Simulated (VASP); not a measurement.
# Re (P6_3/mmc) in VASP: further runs

The runs below take Re through optical spectrum, with PBE, LDA.

All numbers are computed with VASP 6.6.1; they aren't measurements. Logs are shortened: lines on timing, memory, paths and dates and some standing lists are left out, and cuts for length are marked.

## (1) The structure

Symmetry: P6_3/mmc, No. 194, hexagonal system. Conventional cell: a = 2.773 Å, b = 2.773 Å, c = 4.484 Å, α = 90.00°, β = 90.00°, γ = 120.00°. Re (site symmetry -6m2) has 12 Re at 2.76 to 2.77 Å as nearest neighbours.

The cell was built by a generator and needn't be a form met in nature.

## (2) Optical spectrum, PBE

The input, INCAR:

```
SYSTEM = Re
  PREC = Accurate
  ENCUT = 520
  EDIFF = 1E-7
  ISMEAR = 1
  SIGMA = 0.1
  LREAL = .FALSE.
  LASPH = .TRUE.
  NELM = 60
  ALGO = Normal
  ISIF = 2
  LWAVE = .FALSE.
  LCHARG = .FALSE.
  GGA = PE
  LOPTICS = .TRUE.
  NEDOS = 2000
  CSHIFT = 0.1
```

The input, KPOINTS:

```
Automatic mesh
0
G
  12 12 8
  0 0 0
```

The input, POSCAR:

```
Re                                      
1.0
    2.7728668905      0.0000000000     -0.0000000000
   -1.3864334453      2.4013731685     -0.0000000000
    0.0000000000      0.0000000000      4.4844595835
  Re            
     2
Direct
     0.3333333332999970    0.6666666667000030    0.2500000000000000
     0.6666666667000030    0.3333333332999970    0.7500000000000000
```

Potentials or basis: VASP PAW PBE potentials, release 64 (Re).

Run with:

```
> cat potpaw_PBE.64/Re/POTCAR > POTCAR
> mpirun -np 1 vasp_std > vasp.out
```

OUTCAR:

```text
SYSTEM = Re
   PREC = Accurate
   ENCUT = 520
   EDIFF = 1E-7
   ISMEAR = 1
   LREAL = .FALSE.
   LASPH = .TRUE.
   NELM = 60
   ISIF = 2
   GGA = PE

 ion  position               nearest neighbor table
   1  0.333  0.667  0.250-   2 2.76   2 2.76   2 2.76   2 2.76   2 2.76   2 2.76
   2  0.667  0.333  0.750-   1 2.76   1 2.76   1 2.76   1 2.76   1 2.76   1 2.76

  LATTYP: Found a hexagonal cell.
 ALAT       =     2.7728668905
 C/A-ratio  =     1.6172646436

  Lattice vectors:

 A1 = (   2.7728668905,   0.0000000000,   0.0000000000)
 A2 = (  -1.3864334453,   2.4013731685,   0.0000000000)
 A3 = (   0.0000000000,   0.0000000000,   4.4844595835)

Analysis of symmetry for initial positions (statically):
=====================================================================
 Subroutine PRICEL returns:
 Original cell was already a primitive cell.

 Routine SETGRP: Setting up the symmetry group for a
 hexagonal supercell.

 Subroutine GETGRP returns: Found 24 space group operations
 (whereof 12 operations were pure point group operations)
 out of a pool of 24 trial point group operations.

The static configuration has the point symmetry D_3d.
 The point group associated with its full space group is D_6h.

Analysis of symmetry for dynamics (positions and initial velocities):
=====================================================================
 Subroutine PRICEL returns:
 Original cell was already a primitive cell.

 Routine SETGRP: Setting up the symmetry group for a
 hexagonal supercell.

 Subroutine GETGRP returns: Found 24 space group operations
[... 505 lines left out ...]
  Total       -0.0165576     -0.0165576     -0.0230569      0.0000000     -0.0000000      0.0000000
  in kB       -0.8884030     -0.8884030     -1.2371209      0.0000000     -0.0000000      0.0000000
  external PRESSURE =      -1.0046423 kB  Pullay stress =       0.0000000 kB

 VOLUME and BASIS-vectors are now :
 -----------------------------------------------------------------------------
  energy-cutoff  :      520.00
  volume of cell :       29.86
      direct lattice vectors                 reciprocal lattice vectors
     2.772866891  0.000000000  0.000000000     0.360637578  0.208214203  0.000000000
    -1.386433445  2.401373169  0.000000000     0.000000000  0.416428406  0.000000000
     0.000000000  0.000000000  4.484459583     0.000000000  0.000000000  0.222992310

 POSITION                                       TOTAL-FORCE (eV/Angst)
 -----------------------------------------------------------------------------------
     -0.00000      1.60092      1.12111         0.000000     -0.000000      0.000000
      1.38643      0.80046      3.36334        -0.000000      0.000000      0.000000
 -----------------------------------------------------------------------------------
    total drift:                               -0.000000      0.000000     -0.000000

  FREE ENERGIE OF THE ION-ELECTRON SYSTEM (eV)
  ---------------------------------------------------
  free  energy   TOTEN  =       -24.8578860513 eV

  energy  without entropy=      -24.8587700069  energy(sigma->0) =      -24.85818070

 electrical conductivity sigma (Mega S m-1) (frequency dependency in vasprun.xml)
  --------------------------------------------------------------------------------------
       0.065      -0.000       0.000
      -0.000       0.065       0.000
       0.000       0.000       0.055

  frequency dependent IMAGINARY DIELECTRIC FUNCTION (independent particle, no local field effects) density-density
     E(ev)      X         Y         Z        XY        YZ        ZX
  --------------------------------------------------------------------------------------------------------------
     0.00000     0.00000     0.00000     0.00000     0.00000     0.00000     0.00000
     0.22978    27.90022    27.90022    32.92784    -0.00000    -0.00000     0.00000
     0.45957    36.89385    36.89385    93.08095    -0.00000     0.00000     0.00000
     0.68935    26.47606    26.47606    35.32102    -0.00000    -0.00000     0.00000
     0.91914    25.96898    25.96898    17.38618    -0.00000    -0.00000    -0.00000
     1.14892    37.28175    37.28175    25.27145    -0.00000     0.00000    -0.00000
[... 92 lines left out ...]
    22.51889     0.00645     0.00645     0.00526    -0.00000    -0.00000     0.00000
    22.74868     0.00624     0.00624     0.00509    -0.00000    -0.00000     0.00000

  frequency dependent      REAL DIELECTRIC FUNCTION (independent particle, no local field effects) density-density
     E(ev)        X           Y           Z          XY          YZ          ZX
  --------------------------------------------------------------------------------------------------------------
     0.00000    83.24392    83.24392    97.13522    -0.00000    -0.00000     0.00000
     0.22978    64.13282    64.13282   106.82050    -0.00000    -0.00000     0.00000
     0.45957    44.54792    44.54792    30.75233    -0.00000     0.00000    -0.00000
     0.68935    28.62432    28.62432     2.15986    -0.00000    -0.00000    -0.00000
     0.91914    39.38529    39.38529    12.95264    -0.00000    -0.00000    -0.00000
     1.14892    26.30544    26.30544    24.84710    -0.00000    -0.00000    -0.00000
[... 92 lines left out ...]
    22.51889     0.31837     0.31837     0.43762     0.00000     0.00000     0.00000
    22.74868     0.33294     0.33294     0.44951     0.00000     0.00000     0.00000

  frequency dependent IMAGINARY DIELECTRIC FUNCTION (independent particle, no local field effects) current-current
     E(ev)      X         Y         Z        XY        YZ        ZX
  --------------------------------------------------------------------------------------------------------------
     0.00000  1348.12759  1348.12759  1484.04453    -0.00000     0.00000    -0.00000
     0.22978    76.52896    76.52896   121.58499    -0.00000     0.00000     0.00000
     0.45957    53.94342    53.94342   100.27294    -0.00000     0.00000    -0.00000
     0.68935    33.58714    33.58714    35.19049    -0.00000     0.00000    -0.00000
     0.91914    34.19636    34.19636    19.70185    -0.00000    -0.00000    -0.00000
     1.14892    41.38796    41.38796    29.46205    -0.00000     0.00000    -0.00000
[... 92 lines left out ...]
    22.51889     0.00039     0.00039     0.00026    -0.00000    -0.00000    -0.00000
    22.74868     0.00037     0.00037     0.00025    -0.00000    -0.00000    -0.00000

  frequency dependent      REAL DIELECTRIC FUNCTION (independent particle, no local field effects) current-current
     E(ev)        X           Y           Z          XY          YZ          ZX
  --------------------------------------------------------------------------------------------------------------
     0.00000    46.49904    46.49904    74.96262    -0.00000     0.00000     0.00000
     0.22978    43.94095    43.94095    81.32841    -0.00000     0.00000    -0.00000
     0.45957    30.17015    30.17015    -7.92402    -0.00000    -0.00000    -0.00000
     0.68935    22.00359    22.00359    -5.84665    -0.00000    -0.00000    -0.00000
     0.91914    34.18386    34.18386    10.25207    -0.00000    -0.00000    -0.00000
     1.14892    20.16375    20.16375    21.01975    -0.00000    -0.00000    -0.00000
[... 92 lines left out ...]
    22.51889     0.31989     0.31989     0.43953     0.00000    -0.00000     0.00000
    22.74868     0.33443     0.33443     0.45138     0.00000    -0.00000     0.00000
```

It took 26 s on 1 thread of AMD EPYC 9R45 (Zen 5), shared host; peak memory 0.17 GiB.

Results:

```yaml
Free_energy: -24.8579 eV
Pressure: -0.1 GPa
Band_gap_on_the_k_mesh: none (metal or under the smearing width)
```

Dielectric function (mean over the directions given):
| energy (eV) | real part | imaginary part |
| --- | --- | --- |
| 0.28 | 77.03 | 36.59 |
| 0.74 | 20.86 | 25.21 |
| 1.19 | 22.54 | 34.20 |
| 1.75 | 22.61 | 21.44 |
| 2.21 | 18.38 | 27.19 |
| 2.76 | 13.24 | 25.96 |
| 3.22 | -0.77 | 24.84 |
| 3.77 | 6.47 | 20.78 |
| 4.23 | -1.56 | 26.98 |
| 4.78 | -10.49 | 17.69 |
| 5.24 | -10.12 | 14.64 |
| 5.79 | -10.25 | 8.99 |
| 6.25 | -8.67 | 8.12 |
| 6.80 | -8.29 | 5.33 |
| 7.26 | -7.39 | 3.47 |
| 7.81 | -6.08 | 2.59 |
| 8.27 | -4.16 | 1.74 |
| 8.82 | -4.04 | 1.88 |
| 9.28 | -4.04 | 1.63 |
| 9.83 | -3.04 | 1.13 |
| 10.29 | -3.05 | 0.92 |
| 10.85 | -2.67 | 0.81 |
| 11.31 | -2.43 | 0.58 |
| 11.86 | -1.98 | 0.25 |
| 12.32 | -1.68 | 0.13 |
| 12.87 | -1.36 | 0.08 |
| 13.33 | -1.15 | 0.05 |
| 13.88 | -0.92 | 0.04 |
| 14.34 | -0.77 | 0.03 |
| 14.89 | -0.61 | 0.03 |
| 15.35 | -0.50 | 0.02 |
| 15.90 | -0.38 | 0.02 |
| 16.36 | -0.29 | 0.02 |
| 16.91 | -0.20 | 0.02 |
| 17.37 | -0.13 | 0.01 |
| 17.92 | -0.05 | 0.01 |
| 18.38 | 0.00 | 0.01 |
| 18.93 | 0.07 | 0.01 |
| 19.39 | 0.12 | 0.01 |
| 19.95 | 0.17 | 0.01 |

Caveat: spectra need much finer meshes, so this one isn't converged; independent-particle spectra lack excitons; the intraband (Drude) part of a metal's response may be missing. The run has no spin-orbit coupling, so splittings on Re are missing.

## (3) Optical spectrum, PBE

INCAR is that of step 2.

The input, KPOINTS:

```
Automatic mesh
0
G
  18 18 12
  0 0 0
```

POSCAR is that of step 2.

Potentials or basis: VASP PAW PBE potentials, release 64 (Re).

Run with:

```
> cat potpaw_PBE.64/Re/POTCAR > POTCAR
> mpirun -np 1 vasp_std > vasp.out
```

OUTCAR:

```text
SYSTEM = Re
   PREC = Accurate
   ENCUT = 520
   EDIFF = 1E-7
   ISMEAR = 1
   LREAL = .FALSE.
   LASPH = .TRUE.
   NELM = 60
   ISIF = 2
   GGA = PE

 ion  position               nearest neighbor table
   1  0.333  0.667  0.250-   2 2.76   2 2.76   2 2.76   2 2.76   2 2.76   2 2.76
   2  0.667  0.333  0.750-   1 2.76   1 2.76   1 2.76   1 2.76   1 2.76   1 2.76

[... 681 lines left out ...]
     0.68939    17.74611    17.74611    29.93392    -0.00000    -0.00000    -0.00000
     0.91919    13.57580    13.57580    13.36476    -0.00000    -0.00000    -0.00000
     1.14899    14.58555    14.58555    12.15689    -0.00000    -0.00000    -0.00000
[... 92 lines left out ...]
    22.52021     0.30333     0.30333     0.43332     0.00000    -0.00000     0.00000
    22.75001     0.31820     0.31820     0.44529     0.00000    -0.00000     0.00000

  frequency dependent IMAGINARY DIELECTRIC FUNCTION (independent particle, no local field effects) current-current
     E(ev)      X         Y         Z        XY        YZ        ZX
  --------------------------------------------------------------------------------------------------------------
     0.00000  2438.24030  2438.24030  2280.16683    -0.00000     0.00000    -0.00000
     0.22980   205.45984   205.45984   121.35320    -0.00000     0.00000    -0.00000
     0.45960    81.46334    81.46334    62.60544    -0.00000    -0.00000    -0.00000
     0.68939    51.12771    51.12771    42.26010    -0.00000    -0.00000     0.00000
     0.91919    37.34709    37.34709    40.87974    -0.00000     0.00000     0.00000
     1.14899    31.78128    31.78128    27.05535    -0.00000     0.00000    -0.00000
[... 92 lines left out ...]
    22.52021     0.00039     0.00039     0.00026    -0.00000    -0.00000    -0.00000
    22.75001     0.00037     0.00037     0.00025    -0.00000    -0.00000    -0.00000

  frequency dependent      REAL DIELECTRIC FUNCTION (independent particle, no local field effects) current-current
     E(ev)        X           Y           Z          XY          YZ          ZX
  --------------------------------------------------------------------------------------------------------------
     0.00000   104.60475   104.60475    14.88592    -0.00000    -0.00000    -0.00000
     0.22980    41.90417    41.90417    33.13884    -0.00000    -0.00000    -0.00000
     0.45960   -11.23901   -11.23901    -0.58648     0.00000    -0.00000     0.00000
     0.68939     6.62250     6.62250    22.75865    -0.00000     0.00000     0.00000
     0.91919     7.51958     7.51958     6.41521    -0.00000     0.00000    -0.00000
     1.14899    10.33980    10.33980     8.76613    -0.00000    -0.00000    -0.00000
[... 92 lines left out ...]
    22.52021     0.30617     0.30617     0.43631     0.00000     0.00000     0.00000
    22.75001     0.32098     0.32098     0.44822     0.00000     0.00000     0.00000
```

OSZICAR:

```text
N       E                     dE             d eps       ncg     rms          rms(c)
DAV:   1     0.288692398374E+02    0.28869E+02   -0.69428E+03 10383   0.157E+03
DAV:   2    -0.198975869032E+02   -0.48767E+02   -0.42106E+02  9261   0.329E+02
DAV:   3    -0.259135955838E+02   -0.60160E+01   -0.48857E+01  9823   0.236E+02
DAV:   4    -0.262665846765E+02   -0.35299E+00   -0.31096E+00 10497   0.269E+01
DAV:   5    -0.262792682615E+02   -0.12684E-01   -0.11942E-01  9894   0.309E+00    0.416E+01
DAV:   6    -0.252153580838E+02    0.10639E+01   -0.10785E+00 10611   0.328E+01    0.166E+01
DAV:   7    -0.248636804927E+02    0.35168E+00   -0.74440E-01 11022   0.261E+01    0.721E-01
DAV:   8    -0.248512095591E+02    0.12471E-01   -0.93966E-03 11132   0.119E+00    0.212E-01
DAV:   9    -0.248502747855E+02    0.93477E-03   -0.74114E-04 11155   0.324E-01    0.340E-02
DAV:  10    -0.248502935057E+02   -0.18720E-04   -0.41901E-05  9357   0.515E-02    0.511E-03
DAV:  11    -0.248502937060E+02   -0.20024E-06   -0.46998E-07  7701   0.194E-02    0.323E-03
DAV:  12    -0.248502930492E+02    0.65680E-06   -0.61453E-08  5203   0.874E-03    0.482E-04
DAV:  13    -0.248502930418E+02    0.73367E-08   -0.30731E-08  5054   0.668E-03
   1 F= -.24850293E+02 E0= -.24850433E+02  d E =0.419795E-03
 imaginary and real dielectric function
```

stdout:

```text
POSCAR found type information on POSCAR Re
 POSCAR found :  1 types and       2 ions
 scaLAPACK will be used
 LDA part: xc-table for (Slater+PW92), standard interpolation
 POSCAR, INCAR and KPOINTS ok, starting setup
 FFT: planning ... GRIDC
 FFT: planning ... GRID_SOFT
 FFT: planning ... GRID
 WAVECAR not read
 entering main loop
 optical routines
 imaginary and real dielectric function
 recalculating local potential from charge density
 direction            1
 direction            2
 direction            3
```

Run time: 62 s. Hardware: 1 thread of AMD EPYC 9R45 (Zen 5), shared host; peak memory 0.28 GiB.

Results:

* Free energy: -24.8503 eV
* Pressure: -0.1 GPa
* Band gap on the k mesh: none (metal or under the smearing width)

Levels at points of the mesh, in eV from the Fermi level:
```tsv
k point	band 3	band 4	band 5	band 6	band 7	band 8	band 9	band 10	band 11
(0.00, 0.00, 0.00)	-1.55	-1.53	-1.53	-0.71	-0.71	0.21	0.21	0.58	3.31
(0.50, 0.00, 0.00)	-5.13	-1.87	-1.71	-1.35	-0.59	3.90	4.27	4.42	5.94
(0.00, 0.00, 0.50)	-2.34	-2.34	-1.65	-1.65	-1.65	-1.65	2.50	2.50	2.50
(0.50, 0.00, 0.50)	-4.00	-4.00	0.41	0.41	0.91	0.91	4.20	4.23	4.69
```

Dielectric function (mean over the directions given):
| energy (eV) | real part | imaginary part |
| --- | --- | --- |
| 0.28 | 91.56 | 104.42 |
| 1.29 | 14.37 | 23.43 |
| 2.30 | 12.40 | 27.56 |
| 3.31 | 0.97 | 22.40 |
| 4.41 | -5.39 | 25.67 |
| 5.42 | -10.69 | 13.19 |
| 6.43 | -8.69 | 7.14 |
| 7.45 | -7.00 | 3.10 |
| 8.55 | -4.28 | 2.01 |
| 9.56 | -3.62 | 1.27 |
| 10.57 | -2.69 | 1.06 |
| 11.58 | -2.30 | 0.33 |
| 12.68 | -1.51 | 0.09 |
| 13.70 | -1.03 | 0.04 |
| 14.71 | -0.69 | 0.03 |
| 15.72 | -0.44 | 0.02 |
| 16.82 | -0.23 | 0.02 |
| 17.83 | -0.08 | 0.01 |
| 18.84 | 0.04 | 0.01 |
| 19.95 | 0.15 | 0.01 |

Caveat: independent-particle spectra lack excitons; the intraband (Drude) part of a metal's response may be missing. Spin-orbit coupling is left out, which matters for the levels of Re.

(Part 1 of 2 ends here.)
